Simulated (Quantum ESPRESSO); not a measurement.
**CoO: magnetism against uniaxial strain**

Aim: follow moments and order energies of CoO with uniaxial strain.

Program: Quantum ESPRESSO 7.5. Level of theory: PBE; plane waves with GBRV 1.5 PBE potentials, no spin-orbit coupling. Results are calculated unless marked as measured.

## Step 1: The structure

The structure is cubic, space group Fm-3m (No. 225). Conventional cell: a = 4.263 Å, b = 4.263 Å, c = 4.263 Å, α = 90.00°, β = 90.00°, γ = 90.00°. Nearest to Co lie 6 O at 2.13 Å. O has 6 Co at 2.13 Å nearest. Farther neighbours and most contacts between anions are not listed.

The cell comes from the Crystallography Open Database.

## Step 2: Factor along z 0.94, ferro +

Lengths along Cartesian z scale by the factor. Atoms keep their fractional places. Seeded atoms are those given a starting moment.

File pw.in:

```
&CONTROL
  calculation = 'scf'
  prefix = 'pwscf'
  outdir = './tmp'
  pseudo_dir = './pseudo'
  disk_io = 'nowf'
  tprnfor = .true.
  tstress = .true.
/
&SYSTEM
  ibrav = 0
  celldm(1) = 8
  nat = 2
  ntyp = 2
  ecutwfc = 40
  ecutrho = 280
  nbnd = 20
  occupations = 'smearing'
  smearing = 'fd'
  degauss = 0.00367493
  nspin = 2
  starting_magnetization(1) = 0.1765
  starting_magnetization(2) = 0
/
&ELECTRONS
  conv_thr = 4d-09
  electron_maxstep = 150
  mixing_beta = 0.3
/
ATOMIC_SPECIES
Co     58.9332 co_pbe_v1.2.uspp.F.UPF
O      15.9990 o_pbe_v1.2.uspp.F.UPF
CELL_PARAMETERS alat
   0.0000000000000    0.5034939043300    0.4732842700702
   0.5034939043300    0.0000000000000    0.4732842700702
   0.5034939043300    0.5034939043300    0.0000000000000
ATOMIC_POSITIONS crystal
Co      0.0000000000    0.0000000000    0.0000000000
O       0.5000000000    0.5000000000    0.5000000000
K_POINTS automatic
8 8 8 0 0 0
```

Command:

```sh
$ OMP_NUM_THREADS=1 mpirun -n 2 pw.x -nk 2 -in pw.in > pw.out
```

Log:

```text
Program PWSCF v.7.5 starts

     Message from routine setup:
     using ibrav=0 with symmetry is DISCOURAGED, use correct ibrav instead

     K-points division:     npool     =       2
     Subspace diagonalization in iterative solution of the eigenvalue problem:

     bravais-lattice index     =            0
     lattice parameter (alat)  =       8.0000  a.u.
     unit-cell volume          =     122.8600 (a.u.)^3
     number of atoms/cell      =            2
     number of atomic types    =            2
     number of electrons       =        23.00
     number of Kohn-Sham states=           20
     kinetic-energy cutoff     =      40.0000  Ry
     charge density cutoff     =     280.0000  Ry
     scf convergence threshold =      4.0E-09
     mixing beta               =       0.3000
     number of iterations used =            8  plain     mixing
     Exchange-correlation= SLA  PW   PBE  PBE
                           (   1   4   3   4   0   0   0)

     celldm(1)=   8.000000  celldm(2)=   0.000000  celldm(3)=   0.000000
     celldm(4)=   0.000000  celldm(5)=   0.000000  celldm(6)=   0.000000

     crystal axes: (cart. coord. in units of alat)
               a(1) = (   0.000000   0.503494   0.473284 )
               a(2) = (   0.503494   0.000000   0.473284 )
               a(3) = (   0.503494   0.503494   0.000000 )

     reciprocal axes: (cart. coord. in units 2 pi/alat)
               b(1) = ( -0.993061  0.993061  1.056448 )
               b(2) = (  0.993061 -0.993061  1.056448 )
               b(3) = (  0.993061  0.993061 -1.056448 )

     PseudoPot. # 1 for Co read from file:
     co_pbe_v1.2.uspp.F.UPF
     Pseudo is Ultrasoft + core correction, Zval = 17.0

     PseudoPot. # 2 for O  read from file:
     o_pbe_v1.2.uspp.F.UPF
     Pseudo is Ultrasoft + core correction, Zval =  6.0

     atomic species   valence    mass     pseudopotential
     Co               17.00    58.93320     Co( 1.00)
     O                 6.00    15.99900     O ( 1.00)

     Starting magnetic structure
     atomic species   magnetization
     Co              0.176
     O               0.000

     16 Sym. Ops., with inversion, found

   Cartesian axes

     site n.     atom                  positions (alat units)
         1        Co     tau(   1) = (   0.0000000   0.0000000   0.0000000  )
         2        O      tau(   2) = (   0.5034939   0.5034939   0.4732843  )

     number of k points=    59  Fermi-Dirac smearing, width (Ry)=  0.0037
                       cart. coord. in units 2pi/alat
        k(    1) = (   0.0000000   0.0000000   0.0000000), wk =   0.0019531
        k(    2) = (   0.1241326   0.1241326  -0.1320559), wk =   0.0156250
        k(    3) = (   0.2482652   0.2482652  -0.2641119), wk =   0.0156250
        k(    4) = (   0.3723978   0.3723978  -0.3961678), wk =   0.0156250
        k(    5) = (  -0.4965303  -0.4965303   0.5282238), wk =   0.0078125
        [... 54 further k-points ...]

     Dense  grid:     9737 G-vectors     FFT dimensions: (  30,  30,  32)

     Smooth grid:     4235 G-vectors     FFT dimensions: (  24,  24,  24)

     Check: negative core charge=   -0.000040
     Generating pointlists ...
     new r_m :   0.1952 (alat units)  1.5618 (a.u.) for type    1
     new r_m :   0.1952 (alat units)  1.5618 (a.u.) for type    2

     Initial potential from superposition of free atoms

     starting charge      22.0000, renormalised to      23.0000
     Starting wfcs are   17 randomized atomic wfcs +    3 random wfcs

     Self-consistent Calculation

     iteration #  1     ecut=    40.00 Ry     beta= 0.30
     Davidson diagonalization with overlap
     ethr =  1.00E-02,  avg # of iterations =  4.9

     total energy              =    -328.66378808 Ry
     estimated scf accuracy    <       6.56131530 Ry

     total magnetization       =     2.98 Bohr mag/cell
     absolute magnetization    =     3.03 Bohr mag/cell

     iteration #  2     ecut=    40.00 Ry     beta= 0.30
     Davidson diagonalization with overlap
     ethr =  1.00E-02,  avg # of iterations =  2.0

     total energy              =    -329.69601941 Ry
     estimated scf accuracy    <       7.01820883 Ry

     total magnetization       =     0.43 Bohr mag/cell
     absolute magnetization    =     0.47 Bohr mag/cell

     [... further iterations left out ...]

     iteration # 14     ecut=    40.00 Ry     beta= 0.30
     Davidson diagonalization with overlap
     ethr =  5.91E-10,  avg # of iterations =  1.5

     total energy              =    -330.71365177 Ry
     estimated scf accuracy    <          5.2E-09 Ry

     total magnetization       =     2.87 Bohr mag/cell
     absolute magnetization    =     2.89 Bohr mag/cell

     iteration # 15     ecut=    40.00 Ry     beta= 0.30
     Davidson diagonalization with overlap
     ethr =  2.26E-11,  avg # of iterations =  1.0

     Magnetic moment per site  (integrated on atomic sphere of radius R)
     atom   1 (R=0.195)  charge= 14.3605  magn=  2.4092
     atom   2 (R=0.195)  charge=  5.5187  magn=  0.3151

     End of self-consistent calculation

     Number of k-points >= 100: set verbosity='high' to print the bands.

     the Fermi energy is    15.1149 ev

!    total energy              =    -330.71365178 Ry
     estimated scf accuracy    <          2.5E-09 Ry
     smearing contrib. (-TS)   =      -0.00203645 Ry
     internal energy E=F+TS    =    -330.71161533 Ry

     The total energy is F=E-TS. E is the sum of the following terms:
     one-electron contribution =    -176.34219836 Ry
     hartree contribution      =     102.52361335 Ry
     xc contribution           =     -40.09276332 Ry
     ewald contribution        =    -216.80026699 Ry

     total magnetization       =     2.87 Bohr mag/cell
     absolute magnetization    =     2.89 Bohr mag/cell

     convergence has been achieved in  15 iterations

     Forces acting on atoms (cartesian axes, Ry/au):

     atom    1 type  1   force =     0.00000000    0.00000000    0.00000000
     atom    2 type  2   force =     0.00000000    0.00000000   -0.00000000

     Total force =     0.000000     Total SCF correction =     0.000000

     Computing stress (Cartesian axis) and pressure

          total   stress  (Ry/bohr**3)                   (kbar)     P=      117.76
   0.00065501  -0.00000000   0.00000000           96.35       -0.00        0.00
  -0.00000000   0.00065501   0.00000000           -0.00       96.35        0.00
   0.00000000   0.00000000   0.00109161            0.00        0.00      160.58

=------------------------------------------------------------------------------=
   JOB DONE.
=------------------------------------------------------------------------------=
```

Run time: 14 s. Hardware: 2 MPI ranks of Arm Neoverse V2, shared host; peak memory 0.16 GiB.

Spin moment in the atom's sphere by atom:

| atom | spin moment in the atom's sphere (μB) |
| --- | --- |
| Co1 | 2.41 |
| O2 | 0.32 |

Numbers from this step:

- smearing term TS: 0.02771 eV
- pressure: 11.78 GPa
- magnetization: 2.866 μB
- absolute magnetization: 2.889 μB
- final state: ferromagnetic

## Step 3: Factor along z 0.94, antiferro q=(0,0,1/2) +-

The wavevector q is in fractions of the reciprocal vectors of the crystal's primitive cell, as the cells of these inputs are built from it; moments change sign between cells as cos(2π q·R).

File pw.in:

```
&CONTROL
  calculation = 'scf'
  prefix = 'pwscf'
  outdir = './tmp'
  pseudo_dir = './pseudo'
  disk_io = 'nowf'
  tprnfor = .true.
  tstress = .true.
/
&SYSTEM
  ibrav = 0
  celldm(1) = 8
  nat = 4
  ntyp = 3
  ecutwfc = 40
  ecutrho = 280
  nbnd = 32
  occupations = 'smearing'
  smearing = 'fd'
  degauss = 0.00367493
  nspin = 2
  starting_magnetization(1) = 0.1765
  starting_magnetization(2) = -0.1765
  starting_magnetization(3) = 0
/
&ELECTRONS
  conv_thr = 8d-09
  electron_maxstep = 150
  mixing_beta = 0.3
/
ATOMIC_SPECIES
Co1    58.9332 co_pbe_v1.2.uspp.F.UPF
Co2    58.9332 co_pbe_v1.2.uspp.F.UPF
O      15.9990 o_pbe_v1.2.uspp.F.UPF
CELL_PARAMETERS alat
   0.0000000000000    0.5034939043300    0.4732842700702
   0.5034939043300    0.0000000000000    0.4732842700702
   1.0069878086600    1.0069878086600    0.0000000000000
ATOMIC_POSITIONS crystal
Co1     0.0000000000    0.0000000000    0.0000000000
Co2     0.0000000000    0.0000000000    0.5000000000
O       0.5000000000    0.5000000000    0.2500000000
O       0.5000000000    0.5000000000    0.7500000000
K_POINTS automatic
8 8 4 0 0 0
```

Log:

```text
     [... lines left out ...]
Program PWSCF v.7.5 starts
     [... lines left out ...]
     number of atoms/cell      =            4
     [... lines left out ...]
     number of electrons       =        46.00
     number of Kohn-Sham states=           32
     kinetic-energy cutoff     =      40.0000  Ry
     charge density cutoff     =     280.0000  Ry
     scf convergence threshold =      8.0E-09
     [... lines left out ...]
      4 Sym. Ops., with inversion, found
     [... lines left out ...]
     number of k points=    78  Fermi-Dirac smearing, width (Ry)=  0.0037
     [... lines left out ...]
     iteration # 16     ecut=    40.00 Ry     beta= 0.30
     [... lines left out ...]
     Magnetic moment per site  (integrated on atomic sphere of radius R)
     atom   1 (R=0.195)  charge= 14.3696  magn=  2.3239
     atom   2 (R=0.195)  charge= 14.3697  magn= -2.3239
     atom   3 (R=0.195)  charge=  5.5112  magn=  0.0000
     atom   4 (R=0.195)  charge=  5.5112  magn=  0.0000
     [... lines left out ...]
     the Fermi energy is    15.0547 ev
!    total energy              =    -661.44776311 Ry
     estimated scf accuracy    <          2.8E-09 Ry
     smearing contrib. (-TS)   =      -0.00369979 Ry
     [... lines left out ...]
     total magnetization       =     0.00 Bohr mag/cell
     absolute magnetization    =     5.06 Bohr mag/cell
     convergence has been achieved in  16 iterations
     [... lines left out ...]
     Total force =     0.000003     Total SCF correction =     0.000029
     [... lines left out ...]
          total   stress  (Ry/bohr**3)                   (kbar)     P=       90.55
     [... lines left out ...]
```

The job ended after 64 s (2 MPI ranks; peak memory 0.27 GiB).

Spin moment in the atom's sphere by atom:

| atom | spin moment in the atom's sphere (μB) |
| --- | --- |
| Co1 | 2.32 |
| Co2 | -2.32 |
| O3 | 0.00 |
| O4 | 0.00 |

Numbers from this step:

```yaml
smearing_term_ts: 0.05034 eV
pressure: 9.055 GPa
magnetization: 0 μB
absolute_magnetization: 5.064 μB
final_state: antiferromagnetic
```

## Step 4: Factor along z 0.94, no spin polarisation

File pw.in:

```
&CONTROL
  calculation = 'scf'
  prefix = 'pwscf'
  outdir = './tmp'
  pseudo_dir = './pseudo'
  disk_io = 'nowf'
  tprnfor = .true.
  tstress = .true.
/
&SYSTEM
  ibrav = 0
  celldm(1) = 8
  nat = 2
  ntyp = 2
  ecutwfc = 40
  ecutrho = 280
  nbnd = 18
  occupations = 'smearing'
  smearing = 'fd'
  degauss = 0.00367493
/
&ELECTRONS
  conv_thr = 4d-09
  electron_maxstep = 150
  mixing_beta = 0.3
/
ATOMIC_SPECIES
Co     58.9332 co_pbe_v1.2.uspp.F.UPF
O      15.9990 o_pbe_v1.2.uspp.F.UPF
CELL_PARAMETERS alat
   0.0000000000000    0.5034939043300    0.4732842700702
   0.5034939043300    0.0000000000000    0.4732842700702
   0.5034939043300    0.5034939043300    0.0000000000000
ATOMIC_POSITIONS crystal
Co      0.0000000000    0.0000000000    0.0000000000
O       0.5000000000    0.5000000000    0.5000000000
K_POINTS automatic
8 8 8 0 0 0
```

Log:

```text
     [... lines left out ...]
Program PWSCF v.7.5 starts
     [... lines left out ...]
     number of atoms/cell      =            2
     [... lines left out ...]
     number of electrons       =        23.00
     number of Kohn-Sham states=           18
     kinetic-energy cutoff     =      40.0000  Ry
     charge density cutoff     =     280.0000  Ry
     scf convergence threshold =      4.0E-09
     [... lines left out ...]
     16 Sym. Ops., with inversion, found
     [... lines left out ...]
     number of k points=    59  Fermi-Dirac smearing, width (Ry)=  0.0037
     [... lines left out ...]
     iteration # 12     ecut=    40.00 Ry     beta= 0.30
     [... lines left out ...]
     the Fermi energy is    14.8217 ev
!    total energy              =    -330.68740929 Ry
     estimated scf accuracy    <          2.5E-11 Ry
     smearing contrib. (-TS)   =      -0.00146861 Ry
     [... lines left out ...]
     convergence has been achieved in  12 iterations
     [... lines left out ...]
     Total force =     0.000000     Total SCF correction =     0.000000
     [... lines left out ...]
          total   stress  (Ry/bohr**3)                   (kbar)     P=      -93.12
     [... lines left out ...]
```

Elapsed: 5.9 s, on 2 MPI ranks; peak memory 0.14 GiB.

Numbers from this step:

```
smearing term TS : 0.01998 eV
pressure         : -9.312 GPa
final state      : non-magnetic (no spin polarisation)
```

## Step 5: Factor along z 1.06, ferro +

pw.in: that of step 4 with these lines changed.

```diff
@@ -16,3 +16,3 @@
   ecutrho = 280
-  nbnd = 18
+  nbnd = 20
   occupations = 'smearing'
@@ -20,2 +20,5 @@
   degauss = 0.00367493
+  nspin = 2
+  starting_magnetization(1) = 0.1765
+  starting_magnetization(2) = 0
 /
@@ -30,4 +33,4 @@
 CELL_PARAMETERS alat
-   0.0000000000000    0.5034939043300    0.4732842700702
-   0.5034939043300    0.0000000000000    0.4732842700702
+   0.0000000000000    0.5034939043300    0.5337035385898
+   0.5034939043300    0.0000000000000    0.5337035385898
    0.5034939043300    0.5034939043300    0.0000000000000
```

Log:

```text
     [... lines left out ...]
Program PWSCF v.7.5 starts
     [... lines left out ...]
     number of atoms/cell      =            2
     [... lines left out ...]
     number of electrons       =        23.00
     number of Kohn-Sham states=           20
     kinetic-energy cutoff     =      40.0000  Ry
     charge density cutoff     =     280.0000  Ry
     scf convergence threshold =      4.0E-09
     [... lines left out ...]
     16 Sym. Ops., with inversion, found
     [... lines left out ...]
     number of k points=    59  Fermi-Dirac smearing, width (Ry)=  0.0037
     [... lines left out ...]
     iteration # 14     ecut=    40.00 Ry     beta= 0.30
     [... lines left out ...]
     Magnetic moment per site  (integrated on atomic sphere of radius R)
     atom   1 (R=0.208)  charge= 14.5919  magn=  2.5370
     atom   2 (R=0.208)  charge=  5.7246  magn=  0.3353
     [... lines left out ...]
     the Fermi energy is    12.7473 ev
!    total energy              =    -330.71353991 Ry
     estimated scf accuracy    <          2.2E-09 Ry
     smearing contrib. (-TS)   =      -0.00245176 Ry
     [... lines left out ...]
     total magnetization       =     2.98 Bohr mag/cell
     absolute magnetization    =     3.01 Bohr mag/cell
     convergence has been achieved in  14 iterations
     [... lines left out ...]
     Total force =     0.000000     Total SCF correction =     0.000000
     [... lines left out ...]
          total   stress  (Ry/bohr**3)                   (kbar)     P=      -99.14
     [... lines left out ...]
```

The job ended after 14 s (2 MPI ranks; peak memory 0.16 GiB).

Read from the output:

```yaml
smearing_term_ts: 0.03336 eV
pressure: -9.914 GPa
magnetization: 2.979 μB
absolute_magnetization: 3.006 μB
final_state: ferromagnetic
largest_moment: 2.537 μB
```

## Step 6: The series

The runs not shown differ from these in the moved quantity alone.

States, by row:

| c axis | ferro + | antiferro q=(0,0,1/2) +- | no spin polarisation |
| --- | --- | --- | --- |
| 0.94 | ferromagnetic | antiferromagnetic | non-magnetic |
| 0.97 | ferromagnetic | antiferromagnetic | non-magnetic |
| 1 | ferromagnetic | antiferromagnetic | non-magnetic |
| 1.03 | ferromagnetic | antiferromagnetic | non-magnetic |
| 1.06 | ferromagnetic | antiferromagnetic | non-magnetic |

Table of largest site moment by c axis:

| c axis (factor) | ferro + (μB) | antiferro q=(0,0,1/2) +- (μB) |
| --- | --- | --- |
| 0.9400 | 2.41 | 2.32 |
| 0.9700 | 2.48 | 2.37 |
| 1.0000 | 2.54 | 2.40 |
| 1.0300 | 2.54 | 2.41 |
| 1.0600 | 2.54 | 2.42 |

Energy less that of the parallel start against c axis; values in meV a seeded atom:

| c axis (factor) | antiferro q=(0,0,1/2) +- | no spin polarisation |
| --- | --- | --- |
| 0.9400 | -139 | 357 |
| 0.9700 | -138 | 429 |
| 1.0000 | -130 | 498 |
| 1.0300 | -117 | 561 |
| 1.0600 | -102 | 618 |

Table of energy over the lowest by c axis; values in meV an atom:

| c axis (factor) | ferro + | antiferro q=(0,0,1/2) +- | no spin polarisation |
| --- | --- | --- | --- |
| 0.9400 | 88.0 | 18.4 | 267 |
| 0.9700 | 69.1 | 0 | 284 |
| 1.0000 | 65.5 | 0.728 | 315 |
| 1.0300 | 73.1 | 14.7 | 354 |
| 1.0600 | 88.8 | 37.7 | 398 |

## Step 7: Results

```
moment, parallel start       : 2.41 to 2.54 μB
states met from these starts : antiferromagnetic and ferromagnetic
```

The moment of the parallel start goes from 2.41 μB at 0.94 to 2.54 μB at 1.06. The net moment of the cell goes from 2.87 to 2.98 μB. The radius of the spheres follows the nearest distance, so part of the change of the site moments is the spheres'. The largest moment of the start antiferro q=(0,0,1/2) +- lies between 2.32 and 2.42 μB. The start antiferro q=(0,0,1/2) +- lies under the parallel one at every finished point, by 102 to 139 meV a seeded atom. No Hubbard term acts here. In such compounds local and semilocal functionals without one often delocalise the d electrons, and can shrink or lose moments and miss the size, sign and order of the couplings. The smearing term is large for its width, so states at the Fermi level are partly filled: at this level the cell is a metal or has a gap of a few widths at most.

[Logs and program files are shortened in this print: banners, set-up blocks, solver, clock and traceback lines can be left out without a mark of their own.]

[Logs are printed without paths, hosts, clocks, repeated set-up lines and the standing remarks that a program may print on its own settings, such as how far it seeks lower states.]

[Hosts, paths, dates, database ids (printed as entryN), source tags and the programs' standing remarks are cut or masked in the printed files.]

[Where a cell is said to come from a database of computed structures, the database is the Materials Project.]
